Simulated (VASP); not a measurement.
Write the native input for VASP 6.6.1 that does the following.

| Quantity | Value |
| --- | --- |
| Task | single point |
| Functional | r2SCAN |
| Potentials or basis | VASP PAW PBE potentials, release 64 (K_sv, F) |
| Cutoff | 520 eV |
| k mesh | 8 × 8 × 8 |
| Occupations | gaussian, width 0.01 eV |
| Spin | no spin polarisation |
| Dipole correction | no |
| Further INCAR settings | ALGO = Normal; EDIFF = 1e-06; NBANDS = 15 |

KF:

```
K F
1.0
     3.17887    0.00000    0.00000
     0.00000    3.17887    0.00000
     0.00000    0.00000    3.16743
K F
1 1
Direct
  0.00000 0.00000 0.00000
  0.50000 0.50000 0.50000
```

The cell was built by a generator and needn't be a form met in nature.

The cell isn't the ideal one: uniaxial_z strain -0.4%.

These files were run (other wordings do the same):

POSCAR

```
KF
1.0
    3.1788707423      0.0000000000      0.0000000000
    0.0000000000      3.1788707423      0.0000000000
    0.0000000000      0.0000000000      3.1674268076
K F
1 1
Direct
    0.0000000000      0.0000000000      0.0000000000
    0.5000000000      0.5000000000      0.5000000000
```

INCAR.step1

```
SYSTEM = KF
  PREC = Accurate
  ENCUT = 520
  ISMEAR = 0
  SIGMA = 0.01
  LREAL = .False.
  LASPH = .True.
  NELM = 100
  NBANDS = 15
  GGA = PE
  ALGO = Normal
  EDIFF = 1E-4
  LWAVE = .True.
  LCHARG = .False.
```

INCAR.step2

```
SYSTEM = KF
  PREC = Accurate
  ENCUT = 520
  EDIFF = 1E-6
  ISMEAR = 0
  SIGMA = 0.01
  LREAL = .False.
  LASPH = .True.
  NELM = 100
  ALGO = Normal
  ISIF = 2
  LWAVE = .False.
  LCHARG = .False.
  METAGGA = R2SCAN
  LMIXTAU = .True.
  NBANDS = 15
  ISTART = 1
```

KPOINTS

```
Automatic mesh
0
Gamma
  8 8 8
  0 0 0
```

Potentials or basis: VASP PAW PBE potentials, release 64 (K_sv, F).

The run is started by

```sh
$ cat potpaw_PBE.64/K_sv/POTCAR potpaw_PBE.64/F/POTCAR > POTCAR
$ cp INCAR.step1 INCAR
$ mpirun -np 1 vasp_std > vasp.out
$ cp INCAR.step2 INCAR
$ mpirun -np 1 vasp_std > vasp.out
```

Results of the run:

The pressure is 0.2 GPa. The band gap on the k mesh is 7.75 eV, indirect (least direct gap 7.78 eV).

Caveat: the PAW data sets were made with another functional, which shifts forces and pressure a little.

Wall time 33 s on 1 thread of Intel(R) Xeon(R) 6975P-C (Granite Rapids), with other jobs on the host, peak memory 0.16 GiB.
